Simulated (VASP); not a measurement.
Computed with PBE GGA, VASP's PBE PAW potentials (set 64) (plane waves; VASP).

VASP ran on this input.

### POSCAR
```
Li3N
1.0
  1.8163155034  -3.1459510067   0.0000000000
  1.8163155034   3.1459510067   0.0000000000
  0.0000000000   0.0000000000   3.8662002627
Li N
3 1
Direct
  0.3333330000   0.6666670000   1.0000000000
  0.6666670000   0.3333330000   0.0000000000
  0.0000000000   0.0000000000   0.5000000000
  0.0000000000   0.0000000000   0.0000000000
```

### KPOINTS
```
Automatic mesh
0
Gamma
10 10 8
0 0 0
```

INCAR:
```
SYSTEM = Li3N
PREC = Accurate; ENCUT = 520; LREAL = F
LASPH = T
EDIFF = 1E-8; NELM = 100; ALGO = Normal
ISMEAR = 0; SIGMA = 0.01
GGA = PE
IBRION = 8; NSW = 1
LWAVE = F; LCHARG = F
LEPSILON = T
```

POTCAR, in this order: Li_sv N (PBE.64 set). Program: vasp_std.

The resulting files:

### OSZICAR
```
...
RMM:  11    -0.200972707222E+00    0.16200E-05   -0.79909E-05  7718   0.236E-02    0.280E-04
RMM:  12    -0.200975932918E+00   -0.32257E-05   -0.76253E-05  7476   0.226E-02    0.227E-04
RMM:  13    -0.200977270553E+00   -0.13376E-05   -0.74149E-05  8342   0.217E-02    0.251E-04
RMM:  14    -0.200978506937E+00   -0.12364E-05   -0.69751E-05  8307   0.210E-02    0.266E-04
 Linear response progress:
  Degree of freedom:   4/  6
       N       E                     dE             d eps       ncg     rms          rms(c)
RMM:   1    -0.171293197648E+00   -0.17129E+00    0.84864E+00  2029   0.262E+01
RMM:   2    -0.180145938776E+00   -0.88527E-02   -0.30593E-02  2729   0.122E+00    0.832E-02
RMM:   3    -0.180583990576E+00   -0.43805E-03   -0.59037E-03  3076   0.492E-01    0.374E-02
RMM:   4    -0.180797340671E+00   -0.21335E-03   -0.11538E-03  3318   0.232E-01    0.124E-02
RMM:   5    -0.180914496065E+00   -0.11716E-03   -0.24448E-04  3479   0.800E-02    0.663E-03
RMM:   6    -0.181025371047E+00   -0.11087E-03   -0.14455E-04  3407   0.497E-02    0.184E-03
RMM:   7    -0.181067249115E+00   -0.41878E-04   -0.87625E-05  3556   0.316E-02    0.710E-04
RMM:   8    -0.181088481412E+00   -0.21232E-04   -0.46274E-05  3542   0.226E-02    0.322E-04
RMM:   9    -0.181089000505E+00   -0.51909E-06   -0.75359E-05  3511   0.187E-02    0.345E-04
RMM:  10    -0.181093966614E+00   -0.49661E-05   -0.52734E-05  3524   0.160E-02    0.271E-04
RMM:  11    -0.181116155362E+00   -0.22189E-04   -0.38593E-05  3190   0.153E-02    0.863E-04
RMM:  12    -0.181103708953E+00    0.12446E-04   -0.29382E-05  3159   0.138E-02    0.337E-05
RMM:  13    -0.181102489841E+00    0.12191E-05   -0.48130E-06  3456   0.121E-02    0.122E-04
RMM:  14    -0.181102962673E+00   -0.47283E-06   -0.13161E-06  3681   0.114E-02    0.167E-04
RMM:  15    -0.181105852495E+00   -0.28898E-05    0.52365E-07  3290   0.109E-02    0.759E-05
RMM:  16    -0.181108583626E+00   -0.27311E-05    0.16608E-06  3356   0.105E-02    0.149E-05
RMM:  17    -0.181109238017E+00   -0.65439E-06    0.24375E-06  3632   0.100E-02    0.138E-05
RMM:  18    -0.181109794007E+00   -0.55599E-06    0.26590E-06  3647   0.970E-03    0.183E-05
RMM:  19    -0.181109304846E+00    0.48916E-06    0.29953E-06  3303   0.951E-03    0.704E-05
RMM:  20    -0.181109743220E+00   -0.43837E-06    0.35137E-06  3486   0.923E-03    0.834E-05
RMM:  21    -0.181110116841E+00   -0.37362E-06    0.37549E-06  3451   0.904E-03    0.984E-05
RMM:  22    -0.181110543201E+00   -0.42636E-06    0.40228E-06  3370   0.886E-03    0.109E-04
RMM:  23    -0.181110841184E+00   -0.29798E-06    0.42515E-06  3228   0.870E-03    0.124E-04
RMM:  24    -0.181111090639E+00   -0.24945E-06    0.44306E-06  3277   0.856E-03    0.140E-04
RMM:  25    -0.181111397191E+00   -0.30655E-06    0.47118E-06  3134   0.842E-03    0.153E-04
RMM:  26    -0.181111669852E+00   -0.27266E-06    0.47762E-06  3184   0.829E-03    0.166E-04
RMM:  27    -0.181111951679E+00   -0.28183E-06    0.49726E-06  3167   0.817E-03    0.179E-04
RMM:  28    -0.181112232847E+00   -0.28117E-06    0.50801E-06  3106   0.805E-03    0.190E-04
RMM:  29    -0.181112507806E+00   -0.27496E-06    0.52628E-06  3045   0.795E-03    0.201E-04
RMM:  30    -0.181112760200E+00   -0.25239E-06    0.53541E-06  3125   0.784E-03    0.213E-04
 Linear response progress:
  Degree of freedom:   5/  6
       N       E                     dE             d eps       ncg     rms          rms(c)
RMM:   1    -0.230400929080E+00   -0.23040E+00    0.11528E-01  6600   0.286E+00
RMM:   2    -0.231757343482E+00   -0.13564E-02   -0.10842E-02  6606   0.553E-01    0.111E-01
RMM:   3    -0.232935922696E+00   -0.11786E-02   -0.27373E-03  6896   0.277E-01    0.589E-02
RMM:   4    -0.234304285446E+00   -0.13684E-02   -0.94860E-04  7210   0.203E-01    0.190E-02
RMM:   5    -0.234327879908E+00   -0.23594E-04   -0.24865E-04  7826   0.769E-02    0.578E-03
RMM:   6    -0.234356127898E+00   -0.28248E-04   -0.69776E-05  8039   0.339E-02    0.172E-03
RMM:   7    -0.234328303012E+00    0.27825E-04   -0.26469E-05  7889   0.169E-02    0.134E-03
RMM:   8    -0.234334038801E+00   -0.57358E-05   -0.17317E-05  8118   0.101E-02    0.416E-04
RMM:   9    -0.234339006952E+00   -0.49682E-05    0.60351E-07  8201   0.556E-03    0.293E-04
RMM:  10    -0.234341640191E+00   -0.26332E-05   -0.53905E-06  8251   0.347E-03    0.230E-04
RMM:  11    -0.234344744652E+00   -0.31045E-05    0.14135E-06  8076   0.223E-03    0.109E-04
RMM:  12    -0.234343904732E+00    0.83992E-06   -0.22039E-06  8230   0.140E-03    0.134E-04
RMM:  13    -0.234343986664E+00   -0.81932E-07    0.27640E-07  8669   0.868E-04    0.743E-05
RMM:  14    -0.234344018917E+00   -0.32253E-07   -0.97900E-07  8523   0.606E-04    0.104E-04
RMM:  15    -0.234343960588E+00    0.58329E-07    0.17795E-07  8399   0.437E-04    0.924E-05
RMM:  16    -0.234344227218E+00   -0.26663E-06   -0.42974E-07  7923   0.420E-04    0.678E-06
RMM:  17    -0.234344287528E+00   -0.60310E-07   -0.41568E-08  7988   0.288E-04    0.136E-05
RMM:  18    -0.234344308322E+00   -0.20793E-07   -0.12456E-07  8208   0.242E-04    0.865E-06
RMM:  19    -0.234344440687E+00   -0.13236E-06    0.55681E-08  8007   0.235E-04    0.248E-05
RMM:  20    -0.234344414163E+00    0.26524E-07   -0.56547E-08  7995   0.207E-04    0.229E-05
RMM:  21    -0.234344313175E+00    0.10099E-06   -0.25860E-08  7978   0.207E-04    0.135E-05
RMM:  22    -0.234344298379E+00    0.14796E-07   -0.46280E-09  7951   0.191E-04    0.959E-06
RMM:  23    -0.234344292050E+00    0.63291E-08   -0.48934E-08  7720   0.186E-04    0.843E-06
 Linear response progress:
  Degree of freedom:   6/  6
       N       E                     dE             d eps       ncg     rms          rms(c)
RMM:   1    -0.232442866926E+00   -0.23244E+00    0.11292E-01  2849   0.296E+00
RMM:   2    -0.233845500521E+00   -0.14026E-02   -0.11181E-02  2911   0.535E-01    0.123E-01
RMM:   3    -0.234982361926E+00   -0.11369E-02   -0.39707E-03  2995   0.315E-01    0.564E-02
RMM:   4    -0.236257588618E+00   -0.12752E-02   -0.12440E-03  3139   0.229E-01    0.168E-02
RMM:   5    -0.236197060378E+00    0.60528E-04   -0.22810E-04  3424   0.710E-02    0.762E-03
RMM:   6    -0.236230208556E+00   -0.33148E-04   -0.35304E-05  3341   0.316E-02    0.200E-03
RMM:   7    -0.236210929908E+00    0.19279E-04   -0.98929E-06  3360   0.138E-02    0.117E-03
RMM:   8    -0.236219183762E+00   -0.82539E-05   -0.20341E-05  3522   0.747E-03    0.436E-04
RMM:   9    -0.236222647527E+00   -0.34638E-05   -0.83604E-06  3622   0.390E-03    0.241E-04
RMM:  10    -0.236224736410E+00   -0.20889E-05   -0.59393E-06  3586   0.236E-03    0.147E-04
RMM:  11    -0.236225763974E+00   -0.10276E-05   -0.38230E-06  3567   0.146E-03    0.321E-05
RMM:  12    -0.236225913677E+00   -0.14970E-06   -0.28816E-06  3740   0.999E-04    0.482E-05
RMM:  13    -0.236225915611E+00   -0.19335E-08   -0.12087E-06  3785   0.643E-04    0.349E-05
RMM:  14    -0.236225938313E+00   -0.22702E-07   -0.11865E-06  3671   0.499E-04    0.448E-05
RMM:  15    -0.236225799913E+00    0.13840E-06   -0.92506E-07  3486   0.398E-04    0.511E-05
RMM:  16    -0.236225108202E+00    0.69171E-06   -0.11918E-07  3359   0.435E-04    0.119E-04
RMM:  17    -0.236225077009E+00    0.31192E-07   -0.47695E-07  3600   0.304E-04    0.124E-04
RMM:  18    -0.236225231416E+00   -0.15441E-06    0.14996E-07  3425   0.297E-04    0.102E-04
RMM:  19    -0.236225982867E+00   -0.75145E-06   -0.17340E-07  3402   0.400E-04    0.287E-05
RMM:  20    -0.236226122175E+00   -0.13931E-06    0.14723E-06  3505   0.266E-04    0.234E-05
RMM:  21    -0.236226142850E+00   -0.20675E-07    0.94994E-08  3551   0.247E-04    0.215E-05
RMM:  22    -0.236226165587E+00   -0.22737E-07   -0.86005E-07  3528   0.239E-04    0.215E-05
RMM:  23    -0.236226187898E+00   -0.22311E-07    0.23448E-07  3523   0.235E-04    0.213E-05
 Linear response finished
```

File OUTCAR:
```
------------------------ aborting loop because EDIFF is reached ----------------------------------------

 HEAD OF MICROSCOPIC STATIC DIELECTRIC TENSOR (INDEPENDENT PARTICLE, excluding Hartree and local field effects)
 ------------------------------------------------------
           6.277866     0.000000     0.000000
           0.000000     6.277867    -0.000000
           0.000000    -0.000000     6.234683
 ------------------------------------------------------

 MACROSCOPIC STATIC DIELECTRIC TENSOR (including local field effects in DFT)
 ------------------------------------------------------
           6.071033    -0.000000     0.000000
          -0.000000     6.071034     0.000000
          -0.000000     0.000000     5.634412
 ------------------------------------------------------

 PIEZOELECTRIC TENSOR (including local field effects)  for field in x, y, z        (e  Angst)
          XX          YY          ZZ          XY          YZ          ZX
  --------------------------------------------------------------------------------
  x     0.00000     0.00000     0.00000     0.00000     0.00000     0.00000
  y     0.00000     0.00000     0.00000     0.00000     0.00000     0.00000
  z     0.00000     0.00000     0.00000     0.00000     0.00000     0.00000

 PIEZOELECTRIC TENSOR (including local field effects)  for field in x, y, z        (C/m^2)
          XX          YY          ZZ          XY          YZ          ZX
  --------------------------------------------------------------------------------
  x     0.00000     0.00000     0.00000     0.00000     0.00000     0.00000
  y     0.00000     0.00000     0.00000     0.00000     0.00000     0.00000
  z     0.00000     0.00000     0.00000     0.00000     0.00000     0.00000

 BORN EFFECTIVE CHARGES (including local field effects) (in |e|, cummulative output)
 ---------------------------------------------------------------------------------
 ion    1
    1     0.93203     0.00000     0.00000
    2     0.00000     0.93203     0.00000
    3    -0.00000     0.00000     0.39000
 ion    2
    1     0.93203     0.00000     0.00000
    2     0.00000     0.93203     0.00000
    3     0.00000     0.00000     0.39000
 ion    3
    1     0.87098     0.00000     0.00000
    2     0.00000     0.87098     0.00000
    3     0.00000    -0.00000     1.07909
 ion    4
    1    -2.73504     0.00000     0.00000
    2     0.00000    -2.73504     0.00000
    3    -0.00000     0.00000    -1.85910

   1 f  =   20.342013 THz   127.812638 2PiTHz  678.536520 cm-1    84.127769 meV
             X         Y         Z           dx          dy          dz
      1.816316  1.048652  0.000000     0.000000    0.000000    0.012392
      1.816316 -1.048652  0.000000     0.000000    0.000000    0.012392
      0.000000  0.000000  1.933100     0.000000    0.000000    0.821186
      0.000000  0.000000  0.000000    -0.000000   -0.000000   -0.570391

   2 f  =   18.526126 THz   116.403081 2PiTHz  617.965037 cm-1    76.617865 meV
             X         Y         Z           dx          dy          dz
      1.816316  1.048652  0.000000     0.000000    0.707107    0.000000
      1.816316 -1.048652  0.000000    -0.000000   -0.707107   -0.000000
      0.000000  0.000000  1.933100    -0.000000   -0.000000    0.000000
      0.000000  0.000000  0.000000     0.000000   -0.000000   -0.000000

   3 f  =   18.526124 THz   116.403071 2PiTHz  617.964984 cm-1    76.617859 meV
             X         Y         Z           dx          dy          dz
      1.816316  1.048652  0.000000     0.707107   -0.000000    0.000000
      1.816316 -1.048652  0.000000    -0.707107    0.000000   -0.000000
      0.000000  0.000000  1.933100     0.000000   -0.000000    0.000000
      0.000000  0.000000  0.000000    -0.000000    0.000000   -0.000000

   4 f  =   14.984252 THz    94.148832 2PiTHz  499.820844 cm-1    61.969859 meV
             X         Y         Z           dx          dy          dz
      1.816316  1.048652  0.000000     0.000000    0.000000   -0.563693
      1.816316 -1.048652  0.000000     0.000000    0.000000   -0.563693
      0.000000  0.000000  1.933100     0.000000    0.000000    0.355803
      0.000000  0.000000  0.000000    -0.000000   -0.000000    0.487754

   5 f  =   12.470686 THz    78.355629 2PiTHz  415.977299 cm-1    51.574589 meV
             X         Y         Z           dx          dy          dz
      1.816316  1.048652  0.000000     0.000000    0.528481    0.000000
      1.816316 -1.048652  0.000000     0.000000    0.528481    0.000000
      0.000000  0.000000  1.933100    -0.000000   -0.105150    0.000000
      0.000000  0.000000  0.000000    -0.000000   -0.656018   -0.000000

   6 f  =   12.470685 THz    78.355622 2PiTHz  415.977263 cm-1    51.574584 meV
             X         Y         Z           dx          dy          dz
      1.816316  1.048652  0.000000    -0.528481    0.000000   -0.000000
      1.816316 -1.048652  0.000000    -0.528481    0.000000   -0.000000
      0.000000  0.000000  1.933100     0.105150   -0.000000    0.000000
      0.000000  0.000000  0.000000     0.656018   -0.000000    0.000000

   7 f  =    9.841611 THz    61.836667 2PiTHz  328.280812 cm-1    40.701615 meV
             X         Y         Z           dx          dy          dz
      1.816316  1.048652  0.000000    -0.000000    0.150840    0.000000
      1.816316 -1.048652  0.000000    -0.000000    0.150840   -0.000000
      0.000000  0.000000  1.933100     0.000000   -0.897139   -0.000000
      0.000000  0.000000  0.000000    -0.000000    0.386828    0.000000

   8 f  =    9.841610 THz    61.836661 2PiTHz  328.280783 cm-1    40.701611 meV
             X         Y         Z           dx          dy          dz
      1.816316  1.048652  0.000000    -0.150840   -0.000000    0.000000
      1.816316 -1.048652  0.000000    -0.150840   -0.000000   -0.000000
      0.000000  0.000000  1.933100     0.897139    0.000000   -0.000000
      0.000000  0.000000  0.000000    -0.386828   -0.000000   -0.000000

   9 f  =    4.511189 THz    28.344637 2PiTHz  150.477072 cm-1    18.656771 meV
             X         Y         Z           dx          dy          dz
      1.816316  1.048652  0.000000    -0.000000   -0.000000    0.707107
      1.816316 -1.048652  0.000000    -0.000000   -0.000000   -0.707107
      0.000000  0.000000  1.933100    -0.000000   -0.000000   -0.000000
...
```
(Selected blocks of OUTCAR.)

File OUTCAR:
```
 val. band max:        1.3791837457   @ k =   0.0000   0.0000   0.5000

 cond. band min:       2.4471767268   @ k =   0.0000   0.0000   0.0000


 Fermi energy:         1.5320617501

 k-point     1 :       0.0000    0.0000    0.0000
  band No.  band energies     occupation
      1     -43.1627      2.00000
      2     -42.8153      2.00000
      3     -42.6827      2.00000
      4     -10.1007      2.00000
      5      -0.1725      2.00000
      6       1.1742      2.00000
      7       1.1742      2.00000
      8       2.4472      0.00000
      9       8.6965      0.00000
     10       8.6965      0.00000
     11       9.6710      0.00000

 k-point     2 :       0.1000    0.0000    0.0000
  band No.  band energies     occupation
      1     -43.1549      2.00000
      2     -42.8226      2.00000
      3     -42.6827      2.00000
      4     -10.0904      2.00000
      5      -0.1062      2.00000
      6       0.7833      2.00000
      7       1.0541      2.00000
      8       2.8192      0.00000
      9       8.7264      0.00000
     10       8.9825      0.00000
     11       9.5520      0.00000

 k-point     3 :       0.2000    0.0000    0.0000
  band No.  band energies     occupation
      1     -43.1326      2.00000
      2     -42.8438      2.00000
      3     -42.6827      2.00000
      4     -10.0637      2.00000
      5       0.0758      2.00000
      6       0.1323      2.00000
      7       0.7689      2.00000
      8       3.4763      0.00000
      9       8.5652      0.00000
     10       9.2432      0.00000
     11       9.6856      0.00000

 k-point     4 :       0.3000    0.0000    0.0000
  band No.  band energies     occupation
      1     -43.0996      2.00000
      2     -42.8757      2.00000
      3     -42.6828      2.00000
      4     -10.0306      2.00000
      5      -0.4343      2.00000
      6       0.3206      2.00000
      7       0.4606      2.00000
      8       4.2102      0.00000
      9       7.9133      0.00000
...
```

The dielectric response may not be converged in the k-mesh; for small gaps it tends to come out too large.

The compound is Li3N in the alpha structure. It was relaxed first.
